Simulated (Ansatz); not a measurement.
Input of an Ansatz 0.2.0 run:

The input input.yaml:

```yaml
crystal:
  lattice:
    - [0.0, 2.03, 2.03]
    - [2.03, 0.0, 2.03]
    - [2.03, 2.03, 0.0]
  atoms:
    - { symbol: W, position: [0.0, 0.0, 0.0] }
hamiltonian:
  xc: pbe
  pseudopotentials: { kind: paw }
kpoints:
  mp_grid: { grid: [11, 11, 11] }
scf:
  occupations: { method: gaussian, width: 0.028 }
output:
  forces: true
  stress: true
  eigenvalues: true
```

Potentials or basis: Ansatz PAW.

The run is started by

```sh
$ ansatz run input.yaml --threads 2 --pin off --max-ram 5632MiB --backend cpu --events-out ev --progress --plain --runs-dir out
```

Question: What does it give for the band gap on the k mesh?

Answer: None (metal or under the smearing width).

Question: What does it give for the pressure?

Answer: -4.9 GPa.

The run has no spin-orbit coupling, so splittings on W are missing.
